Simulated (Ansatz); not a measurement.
Al2O3:

```
CELL_PARAMETERS angstrom
4.61378 0.00000 0.00000
0.00000 9.56328 0.00000
0.00000 0.00000 3.11986
ATOMIC_POSITIONS crystal
Al 0.98298 0.82457 0.00000
Al 0.01702 0.17543 0.00000
Al 0.48297 0.67543 0.50000
Al 0.51702 0.32457 0.50000
O 0.50000 0.50000 0.50000
O 0.12363 0.75305 0.50000
O 0.37637 0.25305 0.00000
O 0.62364 0.74695 0.00000
O 0.00000 0.00000 0.00000
O 0.87636 0.24695 0.50000
```

Measurements of this composition are mostly on another form, of space group No. 167.

* Program: Ansatz 0.2.0
* Task: relaxation of cell and atoms
* Functional: PBE
* Dispersion: D3(BJ)
* Potentials or basis: Ansatz PAW
* Cutoff: 420 eV (not typed: the program's choice for these potentials)
* k mesh: 6 × 3 × 9
* Occupations: fermi-dirac, width 0.05 eV
* Spin: no spin polarisation

At the start: volume 13.77 Å³/atom.

Question: Where does the relaxation end?

Answer: It ends after 14 steps and the volume is 13.21 Å³/atom (-4.0 %); space group Pnnm (No. 58, to 0.05 Å).

Step by step:
```tsv
step	energy change (eV)	largest force (eV/Å)	volume (Å³)
1	0.0000	0.1922	137.66
2	-0.0587	0.1282	137.39
3	-0.1201	0.1357	137.86
4	-0.1433	0.0782	137.64
5	-0.1674	0.2193	138.13
6	-0.1999	0.0663	135.74
7	-0.2087	0.0177	134.70
8	-0.2166	0.0532	133.39
9	-0.2189	0.0434	132.85
10	-0.2191	0.0007	132.84
11	-0.2079	0.0009	132.84
12	-0.2107	0.0032	132.12
13	-0.2108	0.0025	132.09
14	-0.2084	0.0025	132.09
```

Final structure:
```yaml
crystal:
  lattice:
    - [4.56475, 0.00000, 0.00000]
    - [0.00000, 9.60548, 0.00000]
    - [0.00000, 0.00000, 3.01260]
  atoms:
    - { symbol: Al, position: [0.11470, 0.83371, 0.00000] }
    - { symbol: Al, position: [0.88530, 0.16629, 0.00000] }
    - { symbol: Al, position: [0.61470, 0.66629, 0.50000] }
    - { symbol: Al, position: [0.38530, 0.33371, 0.50000] }
    - { symbol: O, position: [0.50000, 0.50000, 0.50000] }
    - { symbol: O, position: [0.30660, 0.78562, 0.50000] }
    - { symbol: O, position: [0.19340, 0.28562, 0.00000] }
    - { symbol: O, position: [0.80660, 0.71438, 0.00000] }
    - { symbol: O, position: [0.00000, 0.00000, 0.00000] }
    - { symbol: O, position: [0.69340, 0.21438, 0.50000] }
```

Caveat: the plane-wave basis is chosen anew once the cell has moved, so the energies of steps on either side of that aren't comparable; the pressure holds a Pulay correction of +0.5 GPa for the finite cutoff.
